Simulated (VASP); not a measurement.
# Be (P6_3/mmc) in VASP: a series of runs, part 2 of 2

VASP 6.6.1.

## Step 5: Relaxation of cell and atoms, PBE, target pressure 21.2 GPa, at which the enthalpy is minimised

This run uses another cell than the first one, of 6.89 Å³/atom, 0.851 times its volume.

The input, INCAR:

```
PREC     = Accurate       # precision mode
ENCUT    = 600            # plane-wave cutoff, eV
EDIFF    = 1E-7           # SCF threshold, eV
ISMEAR   = 1              # smearing method
SIGMA    = 0.1            # smearing width, eV
LREAL    = False          # projectors in reciprocal space
LASPH    = True           # aspherical terms in the spheres
NELM     = 80             # most SCF steps
ALGO     = Normal         # electronic algorithm
ISIF     = 3              # what is computed and relaxed
LWAVE    = False          # write WAVECAR
LCHARG   = False          # write CHGCAR
GGA      = PE             # functional
IBRION   = 2              # ionic algorithm
NSW      = 90             # ionic steps
EDIFFG   = -0.005         # ionic threshold
PSTRESS  = 212.0
```

The input, KPOINTS:

```
regular mesh
0
Gamma
  18 18 10
```

The input, POSCAR:

```
Be                                      
1.0
    2.1559814483      0.0000000000      0.0000000000
   -1.0779907241      1.8671347043     -0.0000000000
    0.0000000000     -0.0000000000      3.4254730649
  Be            
     2
Direct
     0.3333333332999970    0.6666666667000030    0.2500000000000000
     0.6666666667000030    0.3333333332999970    0.7500000000000000
```

Potentials or basis: VASP PAW PBE potentials, release 64 (Be).

Run with:

```console
cat potpaw_PBE.64/Be/POTCAR > POTCAR
mpirun -np 1 vasp_std > vasp.out
```

OUTCAR:

```text
PREC = Accurate
   ENCUT = 600
   EDIFF = 1E-7
   ISMEAR = 1
   LREAL = False
   LASPH = True
   NELM = 80
   ISIF = 3
   GGA = PE
   IBRION = 2
   NSW = 90
   EDIFFG = -0.005
   PSTRESS = 212.0

 ion  position               nearest neighbor table
   1  0.333  0.667  0.250-   2 2.12   2 2.12   2 2.12   2 2.12   2 2.12   2 2.12
   2  0.667  0.333  0.750-   1 2.12   1 2.12   1 2.12   1 2.12   1 2.12   1 2.12

  LATTYP: Found a hexagonal cell.
 ALAT       =     2.1559814483
 C/A-ratio  =     1.5888230706

  Lattice vectors:

 A1 = (   2.1559814483,   0.0000000000,   0.0000000000)
 A2 = (  -1.0779907241,   1.8671347043,   0.0000000000)
 A3 = (   0.0000000000,   0.0000000000,   3.4254730649)

Analysis of symmetry for initial positions (statically):
=====================================================================
 Subroutine PRICEL returns:
 Original cell was already a primitive cell.

 Routine SETGRP: Setting up the symmetry group for a
 hexagonal supercell.

 Subroutine GETGRP returns: Found 24 space group operations
 (whereof 12 operations were pure point group operations)
 out of a pool of 24 trial point group operations.

The static configuration has the point symmetry D_3d.
 The point group associated with its full space group is D_6h.

Analysis of symmetry for dynamics (positions and initial velocities):
=====================================================================
 Subroutine PRICEL returns:
 Original cell was already a primitive cell.

 Routine SETGRP: Setting up the symmetry group for a
 hexagonal supercell.

 Subroutine GETGRP returns: Found 24 space group operations
 (whereof 12 operations were pure point group operations)
 out of a pool of 24 trial point group operations.

The dynamic configuration has the point symmetry D_3d.
 The point group associated with its full space group is D_6h.

[... 121 lines left out ...]
  Thomas-Fermi vector in A             =   2.219786
   LORBIT       =      0    0 simple, 1 ext, 2 COOP (PROOUT), +10 PAW based schemes
   GGA     = PE    functional components
   LHFCALC =     F    Hartree Fock is set to
   AEXX    =    0.0000 exact exchange contribution
   IVDW    =     0    specifies the selected vdW correction
   LEPSILON=     F    determine dielectric tensor
   LRPA    =     F    only Hartree local field effects (RPA)
 conjugate gradient relaxation of ions
 non-spin polarized calculation
 Methfessel and Paxton  Order N= 1 SIGMA  =   0.10
  energy-cutoff  :      600.00
  volume of cell :       13.79
 maximum number of plane-waves:       494
 NGX is ok and might be reduce to    18
   NGX =  9   NGY =  9   NGZ = 13

 number of electron       4.0000000 magnetization

 Free energy of the ion-electron system (eV)
  ---------------------------------------------------
  ext. energy  EPLUGINS =         0.00000000
  ---------------------------------------------------
  free energy    TOTEN  =        -7.40774976 eV

  energy without entropy =       -7.40754488  energy(sigma->0) =       -7.40768147

 E-fermi :   8.3910     XC(G=0): -11.0649

 val. band max:        8.2390654316   @ k =   0.2778   0.2778   0.1000
 cond. band min:       8.3914256096   @ k =   0.3333   0.2778   0.3000
 fundamental gap:      0.1523601780
 Fermi energy:         8.3910304146

 k-point     1 :       0.0000    0.0000    0.0000
  band No.  band energies     occupation
      1      -3.9106      2.00000
      2       3.1538      2.00000
      3       9.6538     -0.00000
      4      26.2075      0.00000
      5      26.2075      0.00000
      6      29.2867      0.00000
[... 199 lines left out ...]
 k-point    24 :       0.3889    0.1111    0.0000
  band No.  band energies     occupation
      1       2.2309      2.00000
      2       6.1892      2.00000
      3      11.4250      0.00000
      4      14.4400      0.00000
      5      16.2438      0.00000
      6      16.8053      0.00000

 [... further k-points ...]

------------------------ aborting loop because EDIFF is reached ----------------------------------------

  FORCE on cell =-STRESS in cart. coord.  units (eV):
  Direction    XX          YY          ZZ          XY          YZ          ZX
  --------------------------------------------------------------------------------------
  -------------------------------------------------------------------------------------
  Total        1.8329298      1.8329298      1.8328330      0.0000000      0.0000000      0.0000000
  in kB      212.9684083    212.9684083    212.9571627      0.0000000      0.0000000      0.0000000
  external PRESSURE =       0.9646598 kB  Pullay stress =     212.0000000 kB

 VOLUME and BASIS-vectors are now :
 -----------------------------------------------------------------------------
  energy-cutoff  :      600.00
  volume of cell :       13.79
      direct lattice vectors                 reciprocal lattice vectors
     2.155981448  0.000000000  0.000000000     0.463825883  0.267789999  0.000000000
    -1.077990724  1.867134704  0.000000000     0.000000000  0.535579997  0.000000000
     0.000000000  0.000000000  3.425473065     0.000000000  0.000000000  0.291930481

 POSITION                                       TOTAL-FORCE (eV/Angst)
 -----------------------------------------------------------------------------------
     -0.00000      1.24476      0.85637        -0.000000     -0.000000      0.000000
      1.07799      0.62238      2.56910         0.000000      0.000000      0.000000
 -----------------------------------------------------------------------------------
    total drift:                                0.000000     -0.000000      0.000000

  FREE ENERGIE OF THE ION-ELECTRON SYSTEM (eV)
  ---------------------------------------------------
  free  energy   TOTEN  =        -7.4077497634 eV

  energy  without entropy=       -7.4075448841  energy(sigma->0) =       -7.40768147

  enthalpy is  TOTEN    =        -5.5831546550 eV   P V=        1.8245951084

 reached required accuracy - stopping structural energy minimisation
```

OSZICAR:

```text
N       E                     dE             d eps       ncg     rms          rms(c)
DAV:   1    -0.117250894842E+01   -0.11725E+01   -0.20423E+03  2670   0.631E+02
DAV:   2    -0.746138810204E+01   -0.62889E+01   -0.61788E+01  4008   0.804E+01
DAV:   3    -0.749997869990E+01   -0.38591E-01   -0.38597E-01  3522   0.544E+00
DAV:   4    -0.750002728874E+01   -0.48589E-04   -0.48589E-04  3834   0.154E-01
DAV:   5    -0.750002733234E+01   -0.43605E-07   -0.43419E-07  3570   0.264E-03    0.139E+00
DAV:   6    -0.743188761692E+01    0.68140E-01   -0.11208E-02  3012   0.176E+00    0.858E-01
DAV:   7    -0.740778472372E+01    0.24103E-01   -0.10959E-02  2916   0.177E+00    0.392E-02
DAV:   8    -0.740775225932E+01    0.32464E-04   -0.17352E-05  3774   0.508E-02    0.140E-02
DAV:   9    -0.740774967954E+01    0.25798E-05   -0.37761E-06  3354   0.241E-02    0.939E-04
DAV:  10    -0.740774976339E+01   -0.83847E-07   -0.57039E-09  3300   0.836E-04
   1 F= -.55831547E+01 E0= -.55830864E+01  d E =-.558315E+01
```

Wall time 11 s (1 thread of Intel Xeon Platinum 8559C (Emerald Rapids), shared host); peak memory 0.13 GiB.

What came out:

- Free energy: -7.4077 eV
- Pressure after relaxing: 21.3 GPa
- Band gap on the k mesh: none (metal or under the smearing width)

Final structure:
```
Be
1.0
     2.15598    0.00000    0.00000
    -1.07799    1.86713    0.00000
     0.00000    0.00000    3.42547
Be
2
Direct
  0.33333 0.66667 0.25000
  0.66667 0.33333 0.75000
```

Caveat: the relaxation stopped at its first step, so nothing moved; the cell is relaxed towards a set pressure, so the enthalpy falls and the energy may rise.

## Step 6: Relaxation of cell and atoms, PBEsol, target pressure 21.2 GPa, at which the enthalpy is minimised

The input, INCAR:

```
SYSTEM = Be
ALGO     = Normal         ! electronic algorithm
EDIFF    = 1E-6           ! SCF threshold, eV
EDIFFG   = -0.01          ! ionic threshold
ENCUT    = 600            ! plane-wave cutoff, eV
GGA      = PS             ! functional
IBRION   = 2              ! ionic algorithm
ISIF     = 3              ! what is computed and relaxed
ISMEAR   = 1              ! smearing method
LASPH    = .TRUE.         ! aspherical terms in the spheres
LCHARG   = .FALSE.        ! write CHGCAR
LREAL    = .FALSE.        ! projectors in reciprocal space
LWAVE    = .FALSE.        ! write WAVECAR
NELM     = 80             ! most SCF steps
NSW      = 90             ! ionic steps
PREC     = Accurate       ! precision mode
PSTRESS  = 212.0        
SIGMA    = 0.1            ! smearing width, eV
```

The input, KPOINTS:

```
k-points
0
G
  18 18 10
  0 0 0
```

The input, POSCAR:

```
Be
1.0
    2.2853000000      0.0000000000      0.0000000000
   -1.1426500000      1.9791278553      0.0000000000
    0.0000000000      0.0000000000      3.5842000000
Be
2
Direct
    0.3333333333      0.6666666667      0.2500000000
    0.6666666667      0.3333333333      0.7500000000
```

Potentials or basis: VASP PAW PBE potentials, release 64 (Be).

Run with:

```console
cat potpaw_PBE.64/Be/POTCAR > POTCAR
mpirun -np 1 vasp_std > vasp.out
```

Run time: 46 s. Hardware: 1 thread of Intel Xeon Platinum 8259CL at 2.50GHz (Skylake/Cascade Lake), shared host; peak memory 0.14 GiB.

It converged, with:

```
Free energy                                            : -7.8719 eV
Relaxed volume                                         : 6.85 Å³/atom
Relaxed cell                                           : a = 2.151 Å, b = 2.151 Å, c = 3.419 Å, α = 90.00°, β = 90.00°, γ = 120.00°
Space group after relaxing (to 0.05 Å)                 : P6_3/mmc (No. 194)
Energy change on relaxing (the enthalpy is what falls) : +57.1 meV/atom
Ionic steps                                            : 7
Pressure after relaxing                                : 21.3 GPa
Band gap on the k mesh                                 : none (metal or under the smearing width)
```

The path:
```csv
step,energy change (eV),largest force (eV/Å),pressure (GPa),volume (Å³)
1,0.0000,0.0000,-3.61,16.21
2,0.1520,0.0000,25.06,13.44
3,0.1155,0.0000,21.41,13.69
4,0.1093,0.0000,20.76,13.74
5,0.1088,0.0000,20.69,13.74
6,0.1088,0.0000,20.69,13.74
7,0.1143,0.0000,21.27,13.70
```

Final structure:
```xyz
2
Lattice="2.1507 0.0000 0.0000 -1.0753 1.8625 0.0000 0.0000 0.0000 3.4194" Properties=species:S:1:pos:R:3 pbc="T T T"
Be    0.0000    1.2417    0.8549
Be    1.0753    0.6208    2.5646
```

Levels at points of the mesh, in eV from the Fermi level:
```csv
k point,band 1,band 2,band 3,band 4,band 5,band 6
"(0.00, 0.00, 0.00)",-12.31,-5.28,1.31,17.93,17.93,21.02
"(0.50, 0.00, 0.00)",-5.73,-3.40,3.79,6.80,7.48,10.45
"(0.00, 0.00, 0.50)",-10.08,-10.08,11.47,11.47,19.75,19.75
"(0.50, 0.00, 0.50)",-4.25,-4.25,1.92,1.92,13.31,13.31
```

Caveat: the cell is relaxed towards a set pressure, so the enthalpy falls and the energy may rise; the volume moved by over 15 % at a fixed basis, so the end points are rough; the PAW data sets were made with another functional, which shifts forces and pressure a little.

## Step 7: Summary

```tsv
task	level	potentials or basis	cell	target pressure	gap on the mesh (eV)	pressure (GPa)
relaxation of shape and atoms at fixed volume	LDA	VASP PAW LDA potentials, release 64 (Be)	atoms relaxed at fixed volume from: a relaxed cell with its volume scaled by 1.04	-	none	-4.8
relaxation of shape and atoms at fixed volume	LDA	VASP PAW LDA potentials, release 64 (Be)	atoms relaxed at fixed volume from: a relaxed cell with its volume scaled by 1.06	-	none	-6.9
relaxation of cell and atoms	PBE	VASP PAW PBE potentials, release 64 (Be)	relaxed to 21.2 GPa	21.2 GPa	none	21.3
relaxation of cell and atoms	PBEsol	VASP PAW PBE potentials, release 64 (Be)	relaxed to 21.2 GPa	21.2 GPa	none	21.3
```

Alike in all rows: no spin polarisation; k mesh 18 × 18 × 10; cutoff (eV) 600; smearing methfessel-paxton 0.1 eV.

Caveats: the cell is relaxed towards a set pressure, so the enthalpy falls and the energy may rise (some runs); the relaxation stopped at its first step, so nothing moved (some runs); the volume moved by over 15 % at a fixed basis, so the end points are rough (some runs); the PAW data sets were made with another functional, which shifts forces and pressure a little (some runs).

Total energies depend on the potentials used, so only differences within one code and one set of settings carry meaning.
